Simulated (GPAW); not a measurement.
# Ni (Fm-3m) in GPAW: notebook

One crystal, Ni, is run at these levels: r2SCAN, PBEsol; tasks: equation of state, G0W0 quasiparticle levels.

Everything below comes from runs of GPAW 26.7.0. Logs are shortened: lines on timing, memory, paths and dates and some standing lists are left out, and cuts for length are marked. The log counts tension as positive stress, the text compression.

### Step 1. The structure

It takes space group Fm-3m (No. 225, cubic). Conventional cell: a = 3.475 Å, b = 3.475 Å, c = 3.475 Å, α = 90.00°, β = 90.00°, γ = 90.00°. Around Ni (site symmetry m-3m) lie 12 Ni at 2.46 Å.

### Step 2. Equation of state, r2SCAN, collinear spin, ferromagnetic start

run.py reads:

```python
from ase import Atoms
from ase.eos import EquationOfState
from ase.io import Trajectory
from ase.units import GPa
from ase.parallel import parprint
from gpaw import GPAW, PW

atoms = Atoms(['Ni'],
              cell=[[0.0, 1.737572933, 1.737572933],
                    [1.737572933, 0.0, 1.737572933],
                    [1.737572933, 1.737572933, 0.0]],
              scaled_positions=[[0.0, 0.0, 0.0]],
              pbc=True)
atoms.set_initial_magnetic_moments([1.0])

traj = Trajectory('eos.traj', 'w')
volumes, energies = [], []
for x in [0.94, 0.96, 0.98, 1.0, 1.02, 1.04, 1.06]:
    a = atoms.copy()
    a.set_cell(atoms.cell * x**(1 / 3), scale_atoms=True)
    calc = GPAW(mode=PW(600),
                xc='MGGA_X_R2SCAN+MGGA_C_R2SCAN',
                kpts={'size': (13, 13, 13), 'gamma': True},
                occupations={'name': 'fermi-dirac', 'width': 0.05},
                nbands=17,
                convergence={'density': 1e-05, 'energy': 1e-05},
                maxiter=150,
                txt=f'eos-{x:.2f}.txt')
    a.calc = calc
    energies.append(a.get_potential_energy(force_consistent=True))
    volumes.append(a.get_volume())
    p = -a.get_stress()[:3].mean() / GPa
    calc.write(f'eos-{x:.2f}.gpw')
    traj.write(a)
    parprint(f'{x:.2f} {volumes[-1]:10.4f} A^3 {energies[-1]:14.6f} eV {p:9.3f} GPa', flush=True)

v0, e0, B = EquationOfState(volumes, energies, eos='birchmurnaghan').fit()
parprint(f'V0 = {v0:.4f} A^3, E0 = {e0:.6f} eV, B0 = {B / GPa:.2f} GPa')
```

Potentials or basis: GPAW PAW data sets (gpaw-data 1.2.1), pw.

On the command line:

```bash
> OMP_NUM_THREADS=1 mpirun -n 4 gpaw python run.py
```

Log:

```text
__  _  _
 | _ |_)|_||  |
 |__||  | ||/\| - 26.7.0

Input parameters:
  mode=PW(ecut=600.0),
  convergence={'density': 1e-05, 'energy': 1e-05},
  kpts=MonkhorstPack(size=(13, 13, 13), gamma=True),
  maxiter=150,
  nbands=17,
  occupations=Occupations(name='fermi-dirac', width=0.05),
  xc=XC(name='MGGA_X_R2SCAN+MGGA_C_R2SCAN')

Diagonalizing LCAO Hamiltonian
Converting LCAO to pw mode

       Ni

Atoms  # Å, Bohr magnetons
|   | symbol |        x |        y |        z |    initial magnetic moments |
|---|--------|----------|----------|----------|-----------------------------|
| 0 |     Ni | 0.000000 | 0.000000 | 0.000000 | ( 0.0000,  0.0000,  1.0000) |

Unit cell  # Å
| periodic |        x |        y |        z |  lengths |    angles |
|----------|----------|----------|----------|----------|-----------|
|      yes | 0.000000 | 1.702102 | 1.702102 | 2.407136 | 60.000000 |
|      yes | 1.702102 | 0.000000 | 1.702102 | 2.407136 | 60.000000 |
|      yes | 1.702102 | 1.702102 | 0.000000 | 2.407136 | 60.000000 |

Number of symmetries: 48
Symmetry operations  # r_c * U_cc + t_c -> r_c
|    | kind |            matrix            |
|----|------|------------------------------|
|  0 |  σ   |  1, 0, 0,  1, 0,-1,  1,-1, 0 |
|  1 |  C2  |  1, 0, 0,  1,-1, 0,  1, 0,-1 |
|  2 |  E   |  1, 0, 0,  0, 1, 0,  0, 0, 1 |
|  3 |  σ   |  1, 0, 0,  0, 0, 1,  0, 1, 0 |
|  4 |  C4  |  1, 0,-1,  1, 0, 0,  1,-1, 0 |
|  5 |  S6  |  1, 0,-1,  1,-1, 0,  1, 0, 0 |
|  6 |  σ   |  1, 0,-1,  0, 1,-1,  0, 0,-1 |
|  7 |  C3  |  1, 0,-1,  0, 0,-1,  0, 1,-1 |
|  8 |  S6  |  1,-1, 0,  1, 0, 0,  1, 0,-1 |
|  9 |  C4  |  1,-1, 0,  1, 0,-1,  1, 0, 0 |
| 10 |  C3  |  1,-1, 0,  0,-1, 1,  0,-1, 0 |
| 11 |  σ   |  1,-1, 0,  0,-1, 0,  0,-1, 1 |
| 12 |  σ   |  0, 1, 0,  1, 0, 0,  0, 0, 1 |
| 13 |  C4  |  0, 1, 0,  0, 1,-1, -1, 1, 0 |
| 14 |  C3  |  0, 1, 0,  0, 0, 1,  1, 0, 0 |
| 15 |  S6  |  0, 1, 0, -1, 1, 0,  0, 1,-1 |
| 16 |  C2  |  0, 1,-1,  1, 0,-1,  0, 0,-1 |
| 17 |  σ   |  0, 1,-1,  0, 1, 0, -1, 1, 0 |
| 18 |  S4  |  0, 1,-1,  0, 0,-1,  1, 0,-1 |
| 19 |  C4  |  0, 1,-1, -1, 1, 0,  0, 1, 0 |
| 20 |  C3  |  0, 0, 1,  1, 0, 0,  0, 1, 0 |
| 21 |  σ   |  0, 0, 1,  0, 1, 0,  1, 0, 0 |
| 22 |  S6  |  0, 0, 1,  0,-1, 1, -1, 0, 1 |
| 23 |  C4  |  0, 0, 1, -1, 0, 1,  0,-1, 1 |
| 24 |  S4  |  0, 0,-1,  1, 0,-1,  0, 1,-1 |
| 25 |  C3  |  0, 0,-1,  0, 1,-1,  1, 0,-1 |
| 26 |  C2  |  0, 0,-1,  0,-1, 0, -1, 0, 0 |
| 27 |  S6  |  0, 0,-1, -1, 0, 0,  0,-1, 0 |
| 28 |  S4  |  0,-1, 1,  1,-1, 0,  0,-1, 0 |
| 29 |  C4  |  0,-1, 1,  0, 0, 1, -1, 0, 1 |
| 30 |  C2  |  0,-1, 1,  0,-1, 0,  1,-1, 0 |
| 31 |  σ   |  0,-1, 1, -1, 0, 1,  0, 0, 1 |
| 32 |  C3  |  0,-1, 0,  1,-1, 0,  0,-1, 1 |
| 33 |  S6  |  0,-1, 0,  0, 0,-1, -1, 0, 0 |
| 34 |  S4  |  0,-1, 0,  0,-1, 1,  1,-1, 0 |
| 35 |  C2  |  0,-1, 0, -1, 0, 0,  0, 0,-1 |
| 36 |  C2  | -1, 1, 0,  0, 1, 0,  0, 1,-1 |
| 37 |  S6  | -1, 1, 0,  0, 1,-1,  0, 1, 0 |
| 38 |  S4  | -1, 1, 0, -1, 0, 1, -1, 0, 0 |
| 39 |  C3  | -1, 1, 0, -1, 0, 0, -1, 0, 1 |
| 40 |  S6  | -1, 0, 1,  0, 0, 1,  0,-1, 1 |
| 41 |  C2  | -1, 0, 1,  0,-1, 1,  0, 0, 1 |
| 42 |  C3  | -1, 0, 1, -1, 1, 0, -1, 0, 0 |
| 43 |  S4  | -1, 0, 1, -1, 0, 0, -1, 1, 0 |
| 44 |  C2  | -1, 0, 0,  0, 0,-1,  0,-1, 0 |
| 45 |  i   | -1, 0, 0,  0,-1, 0,  0, 0,-1 |
| 46 |  σ   | -1, 0, 0, -1, 1, 0, -1, 0, 1 |
| 47 |  C2  | -1, 0, 0, -1, 0, 1, -1, 1, 0 |

BZ-sampling:
  Number of BZ points: 2197
  Number of IBZ points: 84

  Monkhorst-Pack size: [13, 13, 13]
  Monkhorst-Pack shift: [0, 0, 0]

K-points  # in reciprocal-cell coordinates
|     |                                coordinates |     weight |
|-----|--------------------------------------------|------------|
|   0 | (  0.00000000,   0.00000000,   0.00000000) | 0.00045517 |
|   1 | (  0.07692308,   0.07692308,   0.00000000) | 0.00273100 |
|   2 | (  0.07692308,   0.07692308,   0.07692308) | 0.00364133 |
|   3 | (  0.15384615,   0.07692308,   0.07692308) | 0.00546199 |
|   4 | (  0.15384615,   0.15384615,   0.00000000) | 0.00273100 |
|   5 | (  0.15384615,   0.15384615,   0.07692308) | 0.01092399 |
|   6 | (  0.15384615,   0.15384615,   0.15384615) | 0.00364133 |
|   7 | (  0.23076923,   0.15384615,   0.07692308) | 0.01092399 |
|   8 | (  0.23076923,   0.15384615,   0.15384615) | 0.01092399 |
|   9 | (  0.23076923,   0.23076923,   0.00000000) | 0.00273100 |
| ... |                                            |            |
|  83 | (  0.46153846,   0.46153846,   0.46153846) | 0.00364133 |

Plane wave coefficients: 335
Cutoff: 600.0 eV

Spin-components: 2 (collinear spins)
Bands:           17
Projectors:      6
Spin-degeneracy: 1
Datatype:        complex128

Parallelization:
  kpt:    4
  domain: 1
  band:   1

Density:
  Valence electrons: 16.0
  Components: 2
  Grid points: [14 14 14]
  Charge: 0.0  # |e|

Potential:
  Grid points: [14 14 14]

species:
  Ni:
    name:    Nickel
    Z:       28.0
    valence: 16
    core:    12
    charge:  0.0  # [|e|]
    compensation charges:
      type: gauss
      rc: 0.36  # [Å]
      lmax: 2
    cutoffs:
      filter: 2.14  # [Å]
      core: 1.98  # [Å]
    projectors
    | kind |    occ | energy [eV] | rcut [Å] |
    |------|--------|-------------|----------|
    |   4s |  2.000 |      -5.642 |    1.164 |
    |   3p |  6.000 |     -71.394 |    1.207 |
    |   4p |  0.000 |      -1.226 |    1.207 |
    |   3d |  8.000 |      -8.875 |    1.138 |
    |    s |        |      21.570 |    1.164 |
    |    d |        |      18.337 |    1.138 |

    Using partial waves for Ni as LCAO basis

Reference energy: -41367.998447  # eV

eigensolver:
  PPCG
  Converge bands: occupied
  niter=2

density mixing:
  MSR1-Mixer
  Pratt-step length: 0.05
  Maximum mixing coefficient: 0.75
  Old densities: 10
  SVD Regularization: 0.005
  Good broyden scale: 1.0
  Trust region scale: 1.0
  Backstep threshold: 4.0
  History deletion threshold: 6.0
  Fourier metric: weight=20.0, sigma=0.015

occupation numbers:
  Fermi-Dirac:
    width: 0.0500  # eV

poisson solver:
  ecut: 4800.0  # eV

xc functional:
  name: MGGA_X_R2SCAN+MGGA_C_R2SCAN with 2 nearest neighbor stencil

convergence criteria:
- Maximum integral of absolute [dens]ity change: 1e-05 electrons / valence electron
- Maximum [total energy] change in last 3 cyles: 1e-05 eV / valence electron
- Maximum integral of absolute [eigenst]ate change: 4e-08 eV^2 / valence electron
maximum number of iterations: 150

SCF iterations
|iter     | |      energy | eigst |  dens |  magmom |
|---------|-|-------------|-------|-------|---------|
|iter:   1| |  -13.805598 | -0.06 |       |  +1.0009|
|iter:   2| |  -12.607659 | -1.83 | -1.63 |  +0.9896|
|iter:   3| |    2.326381 | +0.04 | -1.51 |  -1.9117|
|iter:   4| |  -12.370424 | -0.12 | -0.56 |  +0.5861|
|iter:   5| |  -12.744374 | -2.26 | -1.68 |  +0.7745|
|iter:   6| |  -12.765708 | -3.75 | -1.92 |  +0.7212|
|iter:   7| |  -12.745529 | -3.80 | -1.92 |  +0.7553|
|iter:   8| |  -12.761831 | -3.20 | -2.11 |  +0.6573|
|iter:   9| |  -12.761548 | -4.69 | -2.28 |  +0.6718|
|iter:  10| |  -12.763548 | -4.75 | -2.38 |  +0.6639|
|iter:  11| |  -12.764146 | -4.96 | -2.33 |  +0.6648|
|iter:  12| |  -12.764122 | -5.84 | -2.34 |  +0.6696|
|iter:  13| |  -12.763765 | -5.02 | -2.39 |  +0.6777|
|iter:  14| |  -12.764072 | -5.19 | -2.78 |  +0.6759|
|iter:  15| |  -12.763936 | -5.42 | -2.65 |  +0.6789|
|iter:  16| |  -12.764047c| -5.38 | -3.18 |  +0.6809|
|iter:  17| |  -12.764071c| -6.11 | -3.86 |  +0.6798|
|iter:  18| |  -12.764075c| -6.46 | -4.09 |  +0.6787|
|iter:  19| |  -12.764073c| -7.77c| -4.33 |  +0.6787|
|iter:  20| |  -12.764073c| -8.11c| -5.20c|  +0.6788|

Converged in 20 steps
Energy contributions relative to reference atoms: (reference = -41367.998447)

Energy contributions:
  Kinetic:          18.730832
  Coulomb:         -15.131388
  Zero:              0.062681
  External:          0.000000
  Xc:              -16.421432
  Entropy:          -0.009532
  Spinorbit:         0.000000
  ----------------------------
  Free energy:     -12.768839
  Extrapolated:    -12.764073

dipole moment: (-6.971388, -6.971388, -6.971388)  # |e|*Ang

Total magnetic moment: (0.000000, 0.000000, 0.678812)

Local magnetic moments
|        x |        y |        z |
|----------|----------|----------|
| 0.000000 | 0.000000 | 0.740903 |  # Ni   0

Fermi level: 9.941
Eigenvalues  # (at kpt = [0.000, 0.000, 0.000])
| band index |      eig [eV] | occ [0-1] |      eig [eV] | occ [0-1] |
|------------|---------------|-----------|---------------|-----------|
|          0 |       -56.788 |     1.000 |       -55.512 |     1.000 |
|          1 |       -56.788 |     1.000 |       -55.512 |     1.000 |
|          2 |       -56.788 |     1.000 |       -55.512 |     1.000 |
|          3 |        -0.441 |     1.000 |        -0.847 |     1.000 |
|          4 |         6.636 |     1.000 |         7.930 |     1.000 |
|          5 |         6.636 |     1.000 |         7.930 |     1.000 |
[... 9 lines left out ...]
|         15 |        42.763 |     0.000 |        42.869 |     0.000 |
|         16 |        46.326 |     0.000 |        46.291 |     0.000 |

No gap
No difference between direct/indirect transitions

Stress tensor  # eV/Ang^3
|         x |         y |         z |
|-----------|-----------|-----------|
| -0.128011 | -0.000000 |  0.000000 |
| -0.000000 | -0.128011 |  0.000000 |
|  0.000000 |  0.000000 | -0.128011 |

# Writing to eos-0.94.gpw (mode='')
```

Wall time 4.6 min (4 MPI ranks of Arm Neoverse V1, shared host); peak memory 0.47 GiB.

What came out:

| Property | Result |
| --- | --- |
| Equilibrium volume | 10.70 Å³/atom (rough: see the caveat) |
| Bulk modulus | 206 GPa (rough) |

Energy against volume, from the lowest point:
```tsv
volume (Å³/atom)	energy (meV/atom)
9.862	49.18
10.072	26.38
10.282	11.14
10.492	2.60
10.702	0.00
10.912	2.58
11.122	10.01
```

Caveat: the stock nickel data set gives pressures a few GPa off other programs; the points scatter about the fit; the PAW data sets were made with another functional, which shifts forces and pressure a little.

(Continued in part 2 of 2.)
